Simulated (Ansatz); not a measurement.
Si:

```xyz
4
Lattice="0.0000 2.6599 4.6432 2.4223 0.0000 4.6432 2.4223 2.6599 0.0000" Properties=species:S:1:pos:R:3 pbc="T T T"
Si    2.4223    2.6599    2.0452
Si    2.4223    2.6599    7.2413
Si    2.4223    1.4502    4.6432
Si    2.4223    3.8696    4.6432
```

This isn't the form of Si at room conditions, which is diamond.

Base run:

```yaml
Program: Ansatz 0.2.0
Functional: LDA
Potentials_or_basis: Ansatz PAW
Cutoff: "420 eV (not typed: the program's choice for these potentials)"
k_mesh: 8 × 8 × 8
Occupations: fermi-dirac, width 0.05 eV
Spin: no spin polarisation
```

Its results: band gap on the k mesh none (metal or under the smearing width); pressure -0.7 GPa; largest force 0.078 eV/Å.

**Question.** The run is repeated on the same cell with these changes: functional from LDA to r2SCAN; cutoff from 420 eV (not typed: the program's choice for these potentials) to 500 eV (not typed: the program's choice for these potentials). What comes out?

**Answer.** Band gap on the k mesh none (metal or under the smearing width); pressure 2.6 GPa; largest force 0.093 eV/Å.

Caveats: the PAW data sets come from PBE, with cores solved anew for the run's functional, which leaves a small shift of forces and pressure.
